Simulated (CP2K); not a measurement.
Runs of CP2K 2026.2 on KI. The structure is cubic, space group Fm-3m (No. 225). The conventional cell has a = 7.066 Å, b = 7.066 Å, c = 7.066 Å, α = 90.00°, β = 90.00°, γ = 90.00°. I (site symmetry m-3m) is surrounded by 6 K at 3.53 Å. K (site symmetry m-3m) has 6 I at 3.53 Å as nearest neighbours. 

```csv
level,potentials or basis,smearing,EPS_DEFAULT,NGRIDS,points a segment of the path (NPOINTS),bands added on the path,CUTOFF of the grids,gap on the mesh (eV),pressure (GPa)
TB-mBJ,"POTENTIAL_UZH I GTH-PBE-q7, K GTH-PBE-q9; TZVP-MOLOPT-PBE-GTH basis",fermi-dirac 0.1 eV,1.0E-10,5,8,4,675 Ry,(c),-
PBEsol,"POTENTIAL_UZH I GTH-PBE-q7, K GTH-PBE-q9; TZVP-MOLOPT-PBE-GTH basis",fermi-dirac 0.1 eV,1.0E-10,4,10,6,450 Ry,3.75,(b)
r2SCAN,"POTENTIAL_UZH I GTH-SCAN-q7, K GTH-SCAN-q9; TZVP-MOLOPT-SCAN-GTH basis",fermi-dirac 0.1 eV,1.0E-9,4,8,2,675 Ry,4.57,0.2
LDA,"GTH_POTENTIALS I GTH-PADE-q7, K GTH-PADE-q9; TZVP-MOLOPT-PBE-GTH basis",fermi-dirac 0.1 eV,1.0E-9,4,10,2,450 Ry,3.65,-1.4
PBE,"POTENTIAL_UZH I GTH-PBE-q7, K GTH-PBE-q9; TZVP-MOLOPT-PBE-GTH basis",fermi-dirac 0.0259 eV,1.0E-9,4,10,6,450 Ry,(a),0.6
```

Alike in all rows: task band structure; no spin polarisation; cell as given; k mesh 7 × 7 × 7.

Question: Estimate the missing entries.

Answer: (a) 3.96; (b) -0.2; (c) 4.45.

Caveats: spin-orbit coupling is left out, which moves the levels of the heavy elements; the basis of atomic orbitals isn't converged, which shifts pressures, moduli and gaps; the potentials were made for another functional, which shifts forces and pressure (some runs); this is a model potential without an energy functional, so only levels have meaning (some runs).

A k mesh can miss the band edges, and the runs leave out spin-orbit coupling on I.
